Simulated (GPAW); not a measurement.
Crystal: CdS (Greenockite).

```
Cd S
1.0
     4.15000    0.00000    0.00000
    -2.07500    3.59401    0.00000
     0.00000    0.00000    6.73700
Cd S
2 2
Direct
  0.66667 0.33333 0.50000
  0.33333 0.66667 0.00000
  0.66667 0.33333 0.87500
  0.33333 0.66667 0.37500
```

Base run:

```yaml
Program: GPAW 26.7.0
Functional: PBE
Potentials_or_basis: GPAW PAW data sets (gpaw-data 1.2.1)
Cutoff: 600 eV
Basis: pw
k_mesh: 6 × 6 × 3
Occupations: fermi-dirac, width 0.05 eV
Spin: no spin polarisation
```

Its results: band gap on the k mesh 1.18 eV, direct; pressure 1.8 GPa; largest force 0.067 eV/Å.

**Question.** The run is repeated on the same cell with these changes: functional from PBE to TPSS. What comes out?

**Answer.** Band gap on the k mesh 1.38 eV, direct; pressure 1.6 GPa; largest force 0.077 eV/Å.

TPSS gives the wider gap, since meta-GGAs in the generalised Kohn-Sham scheme recover part of the derivative discontinuity.

Caveats: the PAW data sets were made with another functional, which shifts forces and pressure a little (some runs).
